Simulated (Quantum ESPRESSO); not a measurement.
ZrC:

```
Zr C
1.0
     0.00000    2.36500    2.36500
     2.36500    0.00000    2.36500
     2.36500    2.36500    0.00000
Zr C
1 1
Cartesian
  2.3650 2.3650 2.3650
  0.0000 0.0000 0.0000
```

```yaml
Program: Quantum ESPRESSO 7.5
Task: phonons and electron-phonon coupling
Functional: PBEsol
Potentials_or_basis: GBRV 1.5 PBEsol
Cutoff: 612 eV
Density_cutoff: 4898 eV
k_mesh: 8 × 8 × 8
Occupations: methfessel-paxton, width 0.272 eV
Spin: no spin polarisation
Mixing_beta: 0.5
Most_SCF_iterations: 120
SCF_threshold: 4e-10 Ry
q_mesh: 4 × 4 × 4
```

The cell and the atoms were relaxed first, to 12.71 Å³/atom (a = 3.301 Å, b = 3.301 Å, c = 3.301 Å, α = 60.00°, β = 60.00°, γ = 60.00°), and the response was taken there.

Task: What are the zero-point energy, and the vibrational entropy and heat capacity at 298.15 K?

Result: Zero-point energy 70.5 meV/atom; entropy 1.98 k_B/atom (16.4 J/(K·mol of atoms)); Cv 2.24 k_B/atom, 75 % of the classical limit. These are harmonic values without the electrons' part.

Phonon frequencies at the corners of the path (cm⁻¹, interpolated; i marks imaginary ones):
| point | frequencies |
| --- | --- |
| Γ | 0 0 0 450 450 450 |
| X | 220 220 269 473 473 541 |
| W | 246 246 252 521 521 597 |
| K | 211 255 269 503 536 589 |
| L | 189 189 331 528 528 667 |
| U | 211 255 269 503 536 589 |

Harmonic thermodynamics per atom at this volume (zero-point energy 70.5 meV, Debye temperature from the second moment 771 K):
```csv
T (K),free energy (meV),entropy (k_B),heat capacity Cv (k_B)
50,70.4,0.05,0.16
100,69.7,0.34,0.76
200,63.2,1.18,1.71
298.15,49.8,1.98,2.24
500,3.6,3.26,2.68
800,-98.8,4.57,2.87
```

Phonon states per cell in windows of 50 cm⁻¹ (negative: imaginary):
| from (cm⁻¹) | total | Zr | C |
| --- | --- | --- | --- |
| 0 | 0.00 | 0.00 | 0.00 |
| 50 | 0.04 | 0.04 | 0.00 |
| 100 | 0.19 | 0.18 | 0.01 |
| 150 | 0.82 | 0.80 | 0.02 |
| 200 | 1.12 | 1.11 | 0.01 |
| 250 | 0.69 | 0.69 | 0.01 |
| 300 | 0.14 | 0.14 | 0.00 |
| 350 | 0.00 | 0.00 | 0.00 |
| 400 | 0.00 | 0.00 | 0.00 |
| 450 | 0.76 | 0.02 | 0.74 |
| 500 | 1.27 | 0.01 | 1.26 |
| 550 | 0.31 | 0.00 | 0.30 |
| 600 | 0.58 | 0.01 | 0.57 |
| 650 | 0.06 | 0.00 | 0.06 |

Caveat: the mesh is thin for the phonons of a metal; λ from interpolated matrix elements is rough: modes that symmetry makes equal can differ by tens of percent.
